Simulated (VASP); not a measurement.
# KMgF3 (Pm-3m) in VASP: further runs

The runs below take KMgF3 through single point, relaxation of cell and atoms, with r2SCAN.

All numbers are computed with VASP 6.6.1; they aren't measurements. Logs are shortened: lines on timing, memory, paths and dates and some standing lists are left out, and cuts for length are marked.

**1. The crystal as given**

Symmetry: Pm-3m, No. 221, cubic system. The conventional cell has a = 3.981 Å, b = 3.981 Å, c = 3.981 Å, α = 90.00°, β = 90.00°, γ = 90.00°. K (site symmetry m-3m) has 12 F at 2.81 Å as nearest neighbours. Mg (site symmetry m-3m) has 6 F at 1.99 Å as nearest neighbours. F (site symmetry 4/mmm) has 2 Mg at 1.99 Å as nearest neighbours.

The cell was built by a generator and needn't be a form met in nature.

**2. Single point, r2SCAN**

The input, POSCAR:

```
KMgF3
1.0
    3.9807937180      0.0000000000      0.0000000000
    0.0000000000      3.9807937180      0.0000000000
    0.0000000000      0.0000000000      3.9807937180
K Mg F
1 1 3
Direct
    0.5000000000      0.5000000000      0.5000000000
    0.0000000000      0.0000000000      0.0000000000
    0.5000000000      0.0000000000      0.0000000000
    0.0000000000      0.5000000000      0.0000000000
    0.0000000000      0.0000000000      0.5000000000
```

The input, INCAR.step1:

```
SYSTEM = KMgF3
PREC = Accurate ; ENCUT = 520
ISMEAR = 0 ; SIGMA = 0.01
LREAL = .FALSE. ; LASPH = .TRUE.
NELM = 100 ; NBANDS = 24
GGA = PE ; ALGO = Normal
EDIFF = 1E-4 ; LWAVE = .TRUE.
LCHARG = .FALSE.
```

The input, INCAR.step2:

```
SYSTEM = KMgF3
PREC = Accurate ; ENCUT = 520
EDIFF = 1E-6 ; ISMEAR = 0
SIGMA = 0.01 ; LREAL = .FALSE.
LASPH = .TRUE. ; NELM = 100
ALGO = Normal ; ISIF = 2
LWAVE = .FALSE. ; LCHARG = .FALSE.
METAGGA = R2SCAN ; LMIXTAU = .TRUE.
NBANDS = 24 ; ISTART = 1
```

The input, KPOINTS:

```
Automatic mesh
0
G
  6 6 6
  0 0 0
```

Potentials or basis: VASP PAW PBE potentials, release 64 (K_sv, Mg, F).

The run is started by

```console
$ cat potpaw_PBE.64/K_sv/POTCAR potpaw_PBE.64/Mg/POTCAR potpaw_PBE.64/F/POTCAR > POTCAR
$ cp INCAR.step1 INCAR
$ mpirun -np 1 vasp_std > vasp.out
$ cp INCAR.step2 INCAR
$ mpirun -np 1 vasp_std > vasp.out
```

OUTCAR:

```text
SYSTEM = KMgF3
   PREC = Accurate
   ENCUT = 520
   EDIFF = 1E-6
   ISMEAR = 0
   LREAL = .FALSE.
   LASPH = .TRUE.
   NELM = 100
   ISIF = 2
   METAGGA = R2SCAN
   ISTART = 1

 ion  position               nearest neighbor table
   1  0.500  0.500  0.500-   3 2.81   4 2.81   5 2.81   3 2.81   4 2.81   3 2.81   5 2.81   3 2.81
                             4 2.81   5 2.81   4 2.81   5 2.81   2 3.45   2 3.45   2 3.45   2 3.45
   2  0.000  0.000  0.000-   3 1.99   4 1.99   5 1.99   5 1.99   4 1.99   3 1.99   1 3.45   1 3.45
                             1 3.45   1 3.45   1 3.45   1 3.45   1 3.45   1 3.45
   3  0.500  0.000  0.000-   2 1.99   2 1.99   1 2.81   1 2.81   1 2.81   1 2.81
   4  0.000  0.500  0.000-   2 1.99   2 1.99   1 2.81   1 2.81   1 2.81   1 2.81
   5  0.000  0.000  0.500-   2 1.99   2 1.99   1 2.81   1 2.81   1 2.81   1 2.81

  LATTYP: Found a simple cubic cell.
 ALAT       =     3.9807937180

  Lattice vectors:

 A1 = (   3.9807937180,   0.0000000000,   0.0000000000)
 A2 = (   0.0000000000,   3.9807937180,   0.0000000000)
 A3 = (   0.0000000000,   0.0000000000,   3.9807937180)

Analysis of symmetry for initial positions (statically):
=====================================================================
 Subroutine PRICEL returns:
 Original cell was already a primitive cell.

 Routine SETGRP: Setting up the symmetry group for a
 simple cubic supercell.

 Subroutine GETGRP returns: Found 48 space group operations
 (whereof 48 operations were pure point group operations)
 out of a pool of 48 trial point group operations.

The static configuration has the point symmetry O_h .

Analysis of symmetry for dynamics (positions and initial velocities):
=====================================================================
 Subroutine PRICEL returns:
 Original cell was already a primitive cell.

 Routine SETGRP: Setting up the symmetry group for a
 simple cubic supercell.

 Subroutine GETGRP returns: Found 48 space group operations
 (whereof 48 operations were pure point group operations)
 out of a pool of 48 trial point group operations.

The dynamic configuration has the point symmetry O_h .

 Subroutine INISYM returns: Found 48 space group operations
 (whereof 48 operations are pure point group operations),
 and found     1 'primitive' translations

----------------------------------------------------------------------------------------

                                     Primitive cell

  volume of cell :      63.0825

[... 92 lines left out ...]
   NSW    =      0    number of steps for IOM
   IBRION =     -1    ionic relax: 0-MD 1-quasi-New 2-CG
   NFREE  =      0    steps in history (QN), initial steepest desc. (CG)
   ISIF   =      2    stress and relaxation
   ISYM   =      2    0-nonsym 1-usesym 2-fastsym
   POTIM  = 0.5000    time-step for ionic-motion
   TEBEG  =    0.0;   TEEND  =   0.0 temperature during run
   PSTRESS=    0.0 pullay stress
   NELECT =      32.0000    total number of electrons
   NUPDOWN=      -1.0000    fix difference up-down
   EMIN   =  10.00;   EMAX   =-10.00  energy-range for DOS
   EFERMI =   0.00;   METHOD = LEGACY
   ISMEAR =     0;   SIGMA  =   0.01  broadening in eV -4-tet -1-fermi 0-gaus
   EFERMI_NEDOS =   21; number of points for ismear=-14 and -15
   IALGO  =     38    algorithm
   IMIX   =      4    mixing-type and parameters
     AMIX     =   0.40;   BMIX     =  1.00
     AMIX_MAG =   1.60;   BMIX_MAG =  1.00
  volume/ion in A,a.u.               =      12.62        85.14
  Fermi-wavevector in a.u.,A,eV,Ry     =   1.305635  2.467293 23.193620  1.704683
  Thomas-Fermi vector in A             =   2.436491
   LORBIT       =      0    0 simple, 1 ext, 2 COOP (PROOUT), +10 PAW based schemes
   METAGGA = R2SCAN    functional components
   LHFCALC =     F    Hartree Fock is set to
   AEXX    =    0.0000 exact exchange contribution
   IVDW    =     0    specifies the selected vdW correction
   LEPSILON=     F    determine dielectric tensor
   LRPA    =     F    only Hartree local field effects (RPA)
 non-spin polarized calculation
 Gauss-broadening in eV      SIGMA  =   0.01
  energy-cutoff  :      520.00
  volume of cell :       63.08
 maximum number of plane-waves:      1743
 NGX is ok and might be reduce to    30
   NGX = 15   NGY = 15   NGZ = 15

 number of electron      31.9999959 magnetization

 Free energy of the ion-electron system (eV)
  ---------------------------------------------------
  ext. energy  EPLUGINS =         0.00000000
  ---------------------------------------------------
  free energy    TOTEN  =       -37.41564730 eV

  energy without entropy =      -37.41564730  energy(sigma->0) =      -37.41564730

 E-fermi :  -2.0522     XC(G=0): -10.2250

 val. band max:       -2.1975279679   @ k =   0.5000   0.5000   0.5000
 cond. band min:       6.0808902505   @ k =   0.0000   0.0000   0.0000
 fundamental gap:      8.2784182184
 Fermi energy:        -2.0522400890

 k-point     1 :       0.0000    0.0000    0.0000
  band No.  band energies     occupation
      1     -28.7891      2.00000
      2     -23.4481      2.00000
      3     -22.8129      2.00000
      4     -22.8129      2.00000
      5     -11.5163      2.00000
      6     -11.5163      2.00000
[... 529 lines left out ...]
     23      14.0639      0.00000
     24      14.0639      0.00000

------------------------ aborting loop because EDIFF is reached ----------------------------------------

  FORCE on cell =-STRESS in cart. coord.  units (eV):
  Direction    XX          YY          ZZ          XY          YZ          ZX
  --------------------------------------------------------------------------------------
  -------------------------------------------------------------------------------------
  Total       -0.2440165     -0.2440165     -0.2440165     -0.0000000      0.0000000      0.0000000
  in kB       -6.1975606     -6.1975606     -6.1975606     -0.0000000      0.0000000      0.0000000
  external PRESSURE =      -6.1975606 kB  Pullay stress =       0.0000000 kB

 VOLUME and BASIS-vectors are now :
 -----------------------------------------------------------------------------
  energy-cutoff  :      520.00
  volume of cell :       63.08
      direct lattice vectors                 reciprocal lattice vectors
     3.980793718  0.000000000  0.000000000     0.251206184  0.000000000  0.000000000
     0.000000000  3.980793718  0.000000000     0.000000000  0.251206184  0.000000000
     0.000000000  0.000000000  3.980793718     0.000000000  0.000000000  0.251206184

 POSITION                                       TOTAL-FORCE (eV/Angst)
 -----------------------------------------------------------------------------------
      1.99040      1.99040      1.99040         0.000000      0.000000      0.000000
      0.00000      0.00000      0.00000         0.000000      0.000000      0.000000
      1.99040      0.00000      0.00000         0.000000      0.000000      0.000000
      0.00000      1.99040      0.00000         0.000000      0.000000      0.000000
      0.00000      0.00000      1.99040         0.000000      0.000000      0.000000
 -----------------------------------------------------------------------------------
    total drift:                                0.000000     -0.000000      0.000000

  FREE ENERGIE OF THE ION-ELECTRON SYSTEM (eV)
  ---------------------------------------------------
  free  energy   TOTEN  =       -37.4156472999 eV

  energy  without entropy=      -37.4156472999  energy(sigma->0) =      -37.41564730
```

OUTCAR.step1:

```text
SYSTEM = KMgF3
   PREC = Accurate
   ENCUT = 520
   ISMEAR = 0
   LREAL = .FALSE.
   LASPH = .TRUE.
[... 769 lines left out ...]
      1.99040      0.00000      0.00000         0.000000      0.000000      0.000000
      0.00000      1.99040      0.00000         0.000000      0.000000      0.000000
      0.00000      0.00000      1.99040         0.000000      0.000000      0.000000
 -----------------------------------------------------------------------------------
    total drift:                                0.000000     -0.000000      0.000000

  FREE ENERGIE OF THE ION-ELECTRON SYSTEM (eV)
  ---------------------------------------------------
  free  energy   TOTEN  =       -24.4087340743 eV

  energy  without entropy=      -24.4087340743  energy(sigma->0) =      -24.40873407
```

OSZICAR.step1:

```text
N       E                     dE             d eps       ncg     rms          rms(c)
DAV:   1     0.224122646863E+03    0.22412E+03   -0.17479E+04   992   0.128E+03
DAV:   2    -0.146605262340E+02   -0.23878E+03   -0.22977E+03  1216   0.344E+02
DAV:   3    -0.261294335469E+02   -0.11469E+02   -0.11394E+02  1400   0.690E+01
DAV:   4    -0.266147881325E+02   -0.48535E+00   -0.48529E+00  1232   0.860E+00
DAV:   5    -0.266176997255E+02   -0.29116E-02   -0.29116E-02  1320   0.718E-01    0.902E+00
DAV:   6    -0.244051595729E+02    0.22125E+01   -0.71504E+00  1144   0.191E+01    0.405E+00
DAV:   7    -0.244088396574E+02   -0.36801E-02   -0.33032E-01  1112   0.296E+00    0.240E+00
DAV:   8    -0.244093162269E+02   -0.47657E-03   -0.75013E-02  1160   0.245E+00    0.338E-01
DAV:   9    -0.244084531150E+02    0.86311E-03   -0.17649E-02  1184   0.917E-01    0.154E-01
DAV:  10    -0.244087418200E+02   -0.28871E-03   -0.10739E-03  1160   0.209E-01    0.944E-02
DAV:  11    -0.244087340743E+02    0.77457E-05   -0.67743E-05   824   0.691E-02
   1 F= -.24408734E+02 E0= -.24408734E+02  d E =-.437549E-25
```

It took 73 s on 1 thread of AMD EPYC 9R14 (Zen 4), shared host; peak memory 0.16 GiB.

What came out:

| Item | Value |
| --- | --- |
| Free energy | -37.4156 eV |
| Pressure | -0.6 GPa |
| Band gap on the k mesh | 8.28 eV, indirect (least direct gap 8.60 eV) |

Levels at points of the mesh, in eV from the valence-band top:
```
           k point  band 13  band 14  band 15  band 16  band 17  band 18  band 19  band 20
(0.00, 0.00, 0.00)    -0.64    -0.32    -0.32    -0.32     8.28    10.84    10.84    13.18
(0.50, 0.00, 0.00)    -0.87    -0.87    -0.53    -0.53    11.04    11.51    11.91    13.79
(0.50, 0.50, 0.00)    -1.04    -0.90    -0.90    -0.02    11.90    12.57    13.70    13.70
(0.50, 0.50, 0.50)    -1.12     0.00     0.00     0.00    11.39    11.39    11.39    15.03
```

Caveat: the PAW data sets were made with another functional, which shifts forces and pressure a little.

**3. Relaxation of cell and atoms, r2SCAN**

This run uses another cell than the first one, of 12.86 Å³/atom, 1.019 times its volume.

POSCAR: that of step 2 with these lines changed.

```diff
@@ -2,5 +2,5 @@
 1.0
-    3.9807937180      0.0000000000      0.0000000000
-    0.0000000000      3.9807937180      0.0000000000
-    0.0000000000      0.0000000000      3.9807937180
+    4.0060000000      0.0000000000      0.0000000000
+    0.0000000000      4.0060000000      0.0000000000
+    0.0000000000      0.0000000000      4.0060000000
 K Mg F
```

The input, INCAR.step1:

```
  PREC = Accurate
  ENCUT = 600
  ISMEAR = 0
  SIGMA = 0.01
  LREAL = F
  LASPH = T
  NELM = 100
  GGA = PE
  ALGO = Normal
  EDIFF = 1E-4
  LWAVE = T
  LCHARG = F
```

The input, INCAR.step2:

```
  PREC = Accurate
  ENCUT = 600
  EDIFF = 1E-7
  ISMEAR = 0
  SIGMA = 0.01
  LREAL = F
  LASPH = T
  NELM = 100
  ALGO = Normal
  ISIF = 3
  LWAVE = F
  LCHARG = F
  METAGGA = R2SCAN
  LMIXTAU = T
  IBRION = 2
  NSW = 80
  EDIFFG = -0.002
  ISTART = 1
```

The input, KPOINTS:

```
Automatic mesh
0
Gamma
  6 6 6
```

Potentials or basis: VASP PAW PBE potentials, release 64 (K_sv, Mg, F).

The run is started by

```console
$ cat potpaw_PBE.64/K_sv/POTCAR potpaw_PBE.64/Mg/POTCAR potpaw_PBE.64/F/POTCAR > POTCAR
$ cp INCAR.step1 INCAR
$ mpirun -np 1 vasp_std > vasp.out
$ cp INCAR.step2 INCAR
$ mpirun -np 1 vasp_std > vasp.out
```

It took 3 min on 1 thread of AMD EPYC 9R14 (Zen 4), shared host; peak memory 0.19 GiB.

It converged, with:

```
Free energy                            : -37.4316 eV
Relaxed volume                         : 12.50 Å³/atom
Relaxed cell                           : a = 3.968 Å, b = 3.968 Å, c = 3.968 Å, α = 90.00°, β = 90.00°, γ = 90.00°
Space group after relaxing (to 0.05 Å) : Pm-3m (No. 221)
Energy gained by relaxing              : 2.5 meV/atom
Ionic steps                            : 3
Pressure after relaxing                : 0.0 GPa
Band gap on the k mesh                 : 8.36 eV, indirect (least direct gap 8.68 eV)
```

Step by step:
```csv
step,energy change (eV),largest force (eV/Å),pressure (GPa),volume (Å³)
1,0.0000,0.0000,-2.14,64.29
2,-0.0123,0.0000,-0.28,62.70
3,-0.0125,0.0000,-0.02,62.49
```

Final structure:
```
CELL_PARAMETERS angstrom
3.96839 0.00000 0.00000
0.00000 3.96839 0.00000
0.00000 0.00000 3.96839
ATOMIC_POSITIONS crystal
K 0.50000 0.50000 0.50000
Mg 0.00000 0.00000 0.00000
F 0.50000 0.00000 0.00000
F 0.00000 0.50000 0.00000
F 0.00000 0.00000 0.50000
```

Levels at points of the mesh, in eV from the valence-band top:
| k point | band 13 | band 14 | band 15 | band 16 | band 17 | band 18 | band 19 | band 20 |
| --- | --- | --- | --- | --- | --- | --- | --- | --- |
| (0.00, 0.00, 0.00) | -0.65 | -0.32 | -0.32 | -0.32 | 8.36 | 10.86 | 10.86 | 13.21 |
| (0.50, 0.00, 0.00) | -0.88 | -0.88 | -0.54 | -0.54 | 11.10 | 11.62 | 11.94 | 13.84 |
| (0.50, 0.50, 0.00) | -1.06 | -0.91 | -0.91 | -0.02 | 11.96 | 12.62 | 13.80 | 13.80 |
| (0.50, 0.50, 0.50) | -1.13 | 0.00 | 0.00 | 0.00 | 11.43 | 11.43 | 11.43 | 15.10 |

Caveat: the PAW data sets were made with another functional, which shifts forces and pressure a little.
